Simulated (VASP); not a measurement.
# CaO (Lime) (Fm-3m) in VASP: a series of runs, part 2 of 2

VASP 6.6.1.

**3. Relaxation of cell and atoms, LDA**

This run uses another cell than the first one, of 13.12 Å³/atom, 0.942 times its volume.

File INCAR:

```
SYSTEM = CaO
  PREC = Accurate
  ENCUT = 600
  EDIFF = 1E-7
  ISMEAR = 0
  SIGMA = 0.03
  LREAL = .False.
  LASPH = .True.
  NELM = 80
  ALGO = Normal
  ISIF = 3
  LWAVE = .False.
  LCHARG = .False.
  GGA = CA
  IBRION = 2
  NSW = 90
  EDIFFG = -0.005
```

File KPOINTS:

```
Automatic mesh
0
Gamma
  10 10 10
  0 0 0
```

File POSCAR:

```
CaO                                     
1.0
    0.0000000000      2.3587803499      2.3587803499
    2.3587803499      0.0000000000      2.3587803499
    2.3587803499      2.3587803499      0.0000000000
  Ca              O             
     1     1
Direct
     0.0000000000000000    0.0000000000000000    0.0000000000000000
     0.5000000000000000    0.5000000000000000    0.5000000000000000
```

Potentials or basis: VASP PAW LDA potentials, release 64 (Ca_sv, O).

Launch:

```console
$ cat potpaw_LDA.64/Ca_sv/POTCAR potpaw_LDA.64/O/POTCAR > POTCAR
$ mpirun -np 1 vasp_std > vasp.out
```

OUTCAR:

```text
SYSTEM = CaO
   PREC = Accurate
   ENCUT = 600
   EDIFF = 1E-7
   ISMEAR = 0
   LREAL = .False.
   LASPH = .True.
   NELM = 80
   ISIF = 3
   GGA = CA
   IBRION = 2
   NSW = 90
   EDIFFG = -0.005

 ion  position               nearest neighbor table
   1  0.000  0.000  0.000-   2 2.36   2 2.36   2 2.36   2 2.36   2 2.36   2 2.36
   2  0.500  0.500  0.500-   1 2.36   1 2.36   1 2.36   1 2.36   1 2.36   1 2.36

  LATTYP: Found a face centered cubic cell.
 ALAT       =     4.7175606998

  Lattice vectors:

 A1 = (   0.0000000000,   2.3587803499,   2.3587803499)
 A2 = (   2.3587803499,   0.0000000000,   2.3587803499)
 A3 = (   2.3587803499,   2.3587803499,   0.0000000000)

Analysis of symmetry for initial positions (statically):
=====================================================================
 Subroutine PRICEL returns:
 Original cell was already a primitive cell.

 Routine SETGRP: Setting up the symmetry group for a
 face centered cubic supercell.

 Subroutine GETGRP returns: Found 48 space group operations
 (whereof 48 operations were pure point group operations)
[... 178 lines left out ...]
      4     -15.4975      2.00000
      5     -12.9714      2.00000
      6       2.3467      2.00000
      7       2.3467      2.00000
      8       2.3467      2.00000
      9       7.3769      0.00000
     10       8.5825      0.00000
     11       8.5825      0.00000
     12       8.5825      0.00000
[... 331 lines left out ...]
 k-point    24 :       0.4000    0.3000    0.0000
  band No.  band energies     occupation
      1     -34.3489      2.00000
      2     -16.3432      2.00000
      3     -15.7536      2.00000
      4     -15.7175      2.00000
      5     -12.3345      2.00000
      6       0.5995      2.00000
      7       1.7707      2.00000
      8       1.8791      2.00000
      9       6.4985      0.00000
     10      10.3385      0.00000
     11      11.4142      0.00000
     12      11.5245      0.00000

 [... further k-points ...]

------------------------ aborting loop because EDIFF is reached ----------------------------------------

  FORCE on cell =-STRESS in cart. coord.  units (eV):
  Direction    XX          YY          ZZ          XY          YZ          ZX
  --------------------------------------------------------------------------------------
  -------------------------------------------------------------------------------------
  Total        0.0056549      0.0056549      0.0056549     -0.0000000      0.0000000      0.0000000
  in kB        0.3451795      0.3451795      0.3451795     -0.0000000      0.0000000      0.0000000
  external PRESSURE =       0.3451795 kB  Pullay stress =       0.0000000 kB

 VOLUME and BASIS-vectors are now :
 -----------------------------------------------------------------------------
  energy-cutoff  :      600.00
  volume of cell :       26.25
      direct lattice vectors                 reciprocal lattice vectors
     0.000000000  2.358780350  2.358780350    -0.211973955  0.211973955  0.211973955
     2.358780350  0.000000000  2.358780350     0.211973955 -0.211973955  0.211973955
     2.358780350  2.358780350  0.000000000     0.211973955  0.211973955 -0.211973955

 POSITION                                       TOTAL-FORCE (eV/Angst)
 -----------------------------------------------------------------------------------
      0.00000      0.00000      0.00000         0.000000     -0.000000      0.000000
      2.35878      2.35878      2.35878        -0.000000      0.000000     -0.000000
 -----------------------------------------------------------------------------------
    total drift:                                0.000000      0.000000      0.000000

  FREE ENERGIE OF THE ION-ELECTRON SYSTEM (eV)
  ---------------------------------------------------
  free  energy   TOTEN  =       -14.2238102739 eV

  energy  without entropy=      -14.2238102739  energy(sigma->0) =      -14.22381027

 reached required accuracy - stopping structural energy minimisation
```

Run time: 8.7 s. Hardware: 1 thread of Intel Xeon 6975P-C (Granite Rapids), shared host; peak memory 0.15 GiB.

Results:

```
Free energy             : -14.2238 eV
Pressure after relaxing : 0.0 GPa
Band gap on the k mesh  : 3.43 eV, indirect (least direct gap 3.78 eV)
```

Final structure:
```xyz
2
Lattice="0.0000 2.3588 2.3588 2.3588 0.0000 2.3588 2.3588 2.3588 0.0000" Properties=species:S:1:pos:R:3 pbc="T T T"
Ca    0.0000    0.0000    0.0000
O     2.3588    2.3588    2.3588
```

Levels at points of the mesh, in eV from the valence-band top:
| k point | band 5 | band 6 | band 7 | band 8 | band 9 | band 10 | band 11 | band 12 |
| --- | --- | --- | --- | --- | --- | --- | --- | --- |
| (0.00, 0.00, 0.00) | -15.32 | 0.00 | 0.00 | 0.00 | 5.03 | 6.24 | 6.24 | 6.24 |
| (0.50, 0.00, 0.00) | -13.81 | -2.85 | -1.35 | -1.35 | 7.22 | 8.61 | 8.61 | 8.74 |
| (0.50, 0.50, 0.00) | -15.07 | -1.27 | -0.36 | -0.36 | 3.43 | 8.44 | 9.20 | 9.92 |

Caveat: the relaxation stopped at its first step, so nothing moved.

**4. Relaxation of the atoms, LDA (a relaxed cell with its volume scaled by 0.94)**

Edit INCAR of step 3 so:

```diff
@@ -10,3 +10,3 @@
   ALGO = Normal
-  ISIF = 3
+  ISIF = 2
   LWAVE = .False.
@@ -15,3 +15,3 @@
   IBRION = 2
-  NSW = 90
-  EDIFFG = -0.005
+  NSW = 40
+  EDIFFG = -0.01
```

KPOINTS is that of step 3.

File POSCAR:

```
CaO                                     
1.0
    0.0000000000      2.3106284643      2.3106284643
    2.3106284643      0.0000000000      2.3106284643
    2.3106284643      2.3106284643      0.0000000000
  Ca              O             
     1     1
Direct
     0.0000000000000000    0.0000000000000000    0.0000000000000000
     0.5000000000000000    0.5000000000000000    0.5000000000000000
```

Launch:

```console
$ cat potpaw_LDA.64/Ca_sv/POTCAR potpaw_LDA.64/O/POTCAR > POTCAR
$ mpirun -np 1 vasp_std > vasp.out
```

It took 8.7 s on 1 thread of Intel Xeon 6975P-C (Granite Rapids), shared host; peak memory 0.15 GiB.

It converged, with:

| Quantity | Value |
| --- | --- |
| Free energy | -14.1779 eV |
| Pressure after relaxing | 9.2 GPa |
| Band gap on the k mesh | 3.37 eV, indirect (least direct gap 3.70 eV) |

Final structure:
```
CELL_PARAMETERS angstrom
0.00000 2.31063 2.31063
2.31063 0.00000 2.31063
2.31063 2.31063 0.00000
ATOMIC_POSITIONS crystal
Ca 0.00000 0.00000 0.00000
O 0.50000 0.50000 0.50000
```

Levels at points of the mesh, in eV from the valence-band top:
```csv
k point,band 4,band 5,band 6,band 7,band 8,band 9,band 10,band 11,band 12
"(0.00, 0.00, 0.00)",-17.56,-15.44,0.00,0.00,0.00,5.58,6.36,6.36,6.36
"(0.50, 0.00, 0.00)",-17.63,-13.61,-3.00,-1.49,-1.49,7.50,8.95,8.95,9.23
"(0.50, 0.50, 0.00)",-17.91,-15.22,-1.21,-0.33,-0.33,3.37,8.94,9.55,10.35
```

Caveat: the relaxation stopped at its first step, so nothing moved.

**5. Relaxation of the atoms, LDA (a relaxed cell with its volume scaled by 0.96)**

INCAR is that of step 4.

KPOINTS is that of step 4.

File POSCAR:

```
CaO                                     
1.0
    0.0000000000      2.3269010318      2.3269010318
    2.3269010318      0.0000000000      2.3269010318
    2.3269010318      2.3269010318      0.0000000000
  Ca              O             
     1     1
Direct
     0.0000000000000000    0.0000000000000000    0.0000000000000000
     0.5000000000000000    0.5000000000000000    0.5000000000000000
```

Potentials or basis: VASP PAW LDA potentials, release 64 (Ca_sv, O).

Launch:

```console
$ cat potpaw_LDA.64/Ca_sv/POTCAR potpaw_LDA.64/O/POTCAR > POTCAR
$ mpirun -np 1 vasp_std > vasp.out
```

OUTCAR:

```text
SYSTEM = CaO
   PREC = Accurate
   ENCUT = 600
   EDIFF = 1E-7
   ISMEAR = 0
   LREAL = .False.
   LASPH = .True.
   NELM = 80
   ISIF = 2
   GGA = CA
   IBRION = 2
   NSW = 40
   EDIFFG = -0.01

 ion  position               nearest neighbor table
   1  0.000  0.000  0.000-   2 2.33   2 2.33   2 2.33   2 2.33   2 2.33   2 2.33
   2  0.500  0.500  0.500-   1 2.33   1 2.33   1 2.33   1 2.33   1 2.33   1 2.33
[... 555 lines left out ...]

------------------------ aborting loop because EDIFF is reached ----------------------------------------

  FORCE on cell =-STRESS in cart. coord.  units (eV):
  Direction    XX          YY          ZZ          XY          YZ          ZX
  --------------------------------------------------------------------------------------
  -------------------------------------------------------------------------------------
  Total        0.9130356      0.9130356      0.9130356     -0.0000000      0.0000000      0.0000000
  in kB       58.0543247     58.0543247     58.0543247     -0.0000000      0.0000000      0.0000000
  external PRESSURE =      58.0543247 kB  Pullay stress =       0.0000000 kB

 VOLUME and BASIS-vectors are now :
 -----------------------------------------------------------------------------
  energy-cutoff  :      600.00
  volume of cell :       25.20
      direct lattice vectors                 reciprocal lattice vectors
     0.000000000  2.326901032  2.326901032    -0.214878069  0.214878069  0.214878069
     2.326901032  0.000000000  2.326901032     0.214878069 -0.214878069  0.214878069
     2.326901032  2.326901032  0.000000000     0.214878069  0.214878069 -0.214878069

 POSITION                                       TOTAL-FORCE (eV/Angst)
 -----------------------------------------------------------------------------------
      0.00000      0.00000      0.00000         0.000000     -0.000000     -0.000000
      2.32690      2.32690      2.32690        -0.000000      0.000000      0.000000
 -----------------------------------------------------------------------------------
    total drift:                                0.000000      0.000000      0.000000

  FREE ENERGIE OF THE ION-ELECTRON SYSTEM (eV)
  ---------------------------------------------------
  free  energy   TOTEN  =       -14.2034224857 eV

  energy  without entropy=      -14.2034224857  energy(sigma->0) =      -14.20342249

 reached required accuracy - stopping structural energy minimisation
```

CONTCAR:

```text
CaO
   1.00000000000000
     0.0000000000000000    2.3269010317999999    2.3269010317999999
     2.3269010317999999    0.0000000000000000    2.3269010317999999
     2.3269010317999999    2.3269010317999999    0.0000000000000000
  Ca              O
     1     1
Direct
     0.0000000000000000    0.0000000000000000    0.0000000000000000
     0.5000000000000000    0.5000000000000000    0.5000000000000000

  0.00000000E+00  0.00000000E+00  0.00000000E+00
  0.00000000E+00  0.00000000E+00  0.00000000E+00
```

Wall time 9.4 s (1 thread of Intel Xeon 6975P-C (Granite Rapids), shared host); peak memory 0.15 GiB.

Results:

- Free energy: -14.2034 eV
- Pressure after relaxing: 5.8 GPa
- Band gap on the k mesh: 3.39 eV, indirect (least direct gap 3.73 eV)

Final structure:
```
CELL_PARAMETERS angstrom
0.00000 2.32690 2.32690
2.32690 0.00000 2.32690
2.32690 2.32690 0.00000
ATOMIC_POSITIONS crystal
Ca 0.00000 0.00000 0.00000
O 0.50000 0.50000 0.50000
```

Caveat: the relaxation stopped at its first step, so nothing moved.

**6. Overview**

| task | cell | gap on the mesh (eV) | pressure (GPa) |
| --- | --- | --- | --- |
| relaxation of cell and atoms | relaxed | 3.43 | 0.0 |
| relaxation of the atoms | atoms relaxed from: a relaxed cell with its volume scaled by 0.94 | 3.37 | 9.2 |
| relaxation of the atoms | atoms relaxed from: a relaxed cell with its volume scaled by 0.96 | 3.39 | 5.8 |

Alike in all rows: level LDA; potentials or basis VASP PAW LDA potentials, release 64 (Ca_sv, O); no spin polarisation; k mesh 10 × 10 × 10; cutoff (eV) 600; smearing gaussian 0.03 eV.

Caveats: the relaxation stopped at its first step, so nothing moved.

Total energies depend on the potentials used, so only differences within one code and one set of settings carry meaning.
